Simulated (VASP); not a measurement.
Crystal: Bi6Te8Se.

```
Bi Te Se
1.0
     6.53713   -3.77421    0.00000
     0.00000   -7.54843    0.00000
     2.17904   -1.25807  -10.10097
Bi Te Se
6 8 1
Direct
  0.06667 0.66667 0.80000
  0.73333 0.33333 0.80000
  0.40000 0.00000 0.80000
  0.26667 0.66667 0.20000
  0.93333 0.33333 0.20000
  0.60000 0.00000 0.20000
  0.66667 0.66667 0.00000
  0.33333 0.33333 0.00000
  0.00000 0.00000 0.00000
  0.54283 0.33333 0.37150
  0.20950 0.00000 0.37150
  0.45717 0.66667 0.62850
  0.12383 0.33333 0.62850
  0.79050 0.00000 0.62850
  0.87617 0.66667 0.37150
```

The cell was built by a generator and needn't be a form met in nature.

* Program: VASP 6.6.1
* Task: relaxation of cell and atoms
* Functional: PBE
* Potentials or basis: VASP PAW PBE potentials, release 64 (Bi_d, Te, Se)
* Cutoff: 600 eV
* k mesh: 4 × 4 × 4
* Occupations: gaussian, width 0.03 eV
* Spin: no spin polarisation

At the start: pressure 2.0 GPa; volume 33.23 Å³/atom.

Where does the relaxation end?

Over 34 steps the energy falls by 25.6 meV/atom and the volume is 36.06 Å³/atom (+8.5 %); space group Cm (No. 8, to 0.05 Å).

The path:
| step | energy change (eV) | largest force (eV/Å) | pressure (GPa) | volume (Å³) |
| --- | --- | --- | --- | --- |
| 1 | 0.0000 | 0.9116 | 2.02 | 498.43 |
| 2 | -0.1693 | 0.9426 | -0.94 | 529.26 |
| 3 | -0.1810 | 0.9353 | -0.38 | 522.68 |
| 4 | -0.2607 | 0.6716 | -0.24 | 523.24 |
| 5 | -0.3078 | 0.2061 | 0.04 | 524.07 |
| 6 | -0.3213 | 0.1446 | -0.03 | 524.99 |
| 7 | -0.3316 | 0.1458 | -0.16 | 526.77 |
| 8 | -0.3399 | 0.1359 | 0.25 | 523.29 |
| 9 | -0.3400 | 0.1350 | 0.28 | 523.02 |
| 10 | -0.3478 | 0.0926 | 0.21 | 524.42 |
| 11 | -0.3585 | 0.1151 | 0.05 | 527.96 |
| 12 | -0.3592 | 0.1285 | 0.01 | 529.11 |
| 13 | -0.3655 | 0.0840 | 0.02 | 530.41 |
| 14 | -0.3716 | 0.0800 | 0.05 | 532.78 |
| 15 | -0.3721 | 0.1072 | 0.07 | 533.67 |
| 16 | -0.3758 | 0.0768 | -0.13 | 537.01 |
| 17 | -0.3760 | 0.0696 | -0.18 | 537.88 |
| 18 | -0.3790 | 0.0500 | -0.09 | 537.50 |
| 19 | -0.3803 | 0.0453 | 0.01 | 537.11 |
| 20 | -0.3804 | 0.0506 | 0.04 | 537.00 |
| 21 | -0.3812 | 0.0335 | 0.02 | 537.49 |
| 22 | -0.3820 | 0.0468 | -0.01 | 538.35 |
| 23 | -0.3821 | 0.0528 | -0.02 | 538.64 |
| 24 | -0.3828 | 0.0292 | 0.02 | 538.65 |
| 25 | -0.3829 | 0.0225 | 0.05 | 538.66 |
| 26 | -0.3832 | 0.0221 | -0.04 | 540.11 |
| 27 | -0.3832 | 0.0211 | -0.02 | 539.90 |
| 28 | -0.3834 | 0.0155 | 0.00 | 539.95 |
| 29 | -0.3834 | 0.0219 | 0.01 | 539.98 |
| 30 | -0.3836 | 0.0151 | 0.00 | 540.34 |
| 31 | -0.3837 | 0.0197 | -0.02 | 540.92 |
| 32 | -0.3838 | 0.0129 | 0.01 | 540.82 |
| 33 | -0.3838 | 0.0135 | 0.01 | 540.80 |
| 34 | -0.3838 | 0.0099 | 0.01 | 540.96 |

Final structure:
```
Bi Te Se
1.0
     6.62701   -3.82611    0.00167
     0.00006   -7.65211    0.00084
     2.20713   -1.27428  -10.66718
Bi Te Se
6 8 1
Cartesian
  2.2066 -6.3753 -8.6217
  6.6249 -6.3749 -8.6115
  4.4153 -2.5498 -8.6123
  2.1639 -6.3507 -2.0861
  6.6298 -6.4257 -2.0834
  4.4617 -10.1808 -2.0834
  4.3884 -7.6350 -0.0179
  2.2385 -3.8096 -0.0265
  6.6274 -3.8598 -0.0257
  4.4195 -5.1014 -3.8066
  2.2097 -1.2767 -3.8075
  4.4109 -7.6480 -6.8816
  2.2004 -3.8396 -6.8819
  6.6345 -11.4640 -6.8803
  6.6278 -8.9280 -3.5572
```

Caveat: this functional lacks dispersion, which binds the layers, so the pressure and a relaxed spacing across them are unreliable.
